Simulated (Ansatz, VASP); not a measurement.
**Two plane-wave programs on Pt**

```
Pt
1.0
     2.77469    0.00000    0.00000
     1.38734    2.40295    0.00000
     0.00000    0.00000   28.32761
Pt
6
Direct
  0.00000 0.00000 0.30345
  0.33333 0.33333 0.38284
  0.66667 0.66667 0.46103
  0.00000 0.00000 0.53897
  0.33333 0.33333 0.61716
  0.66667 0.66667 0.69655
```

Alike in both runs: functional LDA; k mesh 18 × 18 × 1; occupations gaussian, width 0.1 eV; no spin polarisation.

Ansatz relaxed the structure, and its values are those at the end. VASP's run is a single point on that final structure, the one shown.

|  | VASP | Ansatz |
| --- | --- | --- |
| version | VASP 6.6.1 | Ansatz 0.2.0 |
| potentials or method | VASP PAW LDA potentials, release 64 (Pt) | scalar-relativistic, plane waves, PAW |
| plane-wave cutoff (eV) | 520 | 420 |
| valence electrons in the cell | 60 | 108 |

Ansatz gave:

- gap on the k mesh at the Fermi level (eV): none
- rms of the force components (eV/Å): 0.002

Question: What did VASP give for the same quantities?

Answer: gap on the k mesh at the Fermi level (eV): none; rms of the force components (eV/Å): 0.008.

A gap of «none» marks a metal or a gap that the smearing closes. The two sets of potentials don't hold the same shells in valence. Ansatz warned: «xc_potential_rough_in_thin_density».

The runs have no spin-orbit coupling, so splittings on Pt are missing.
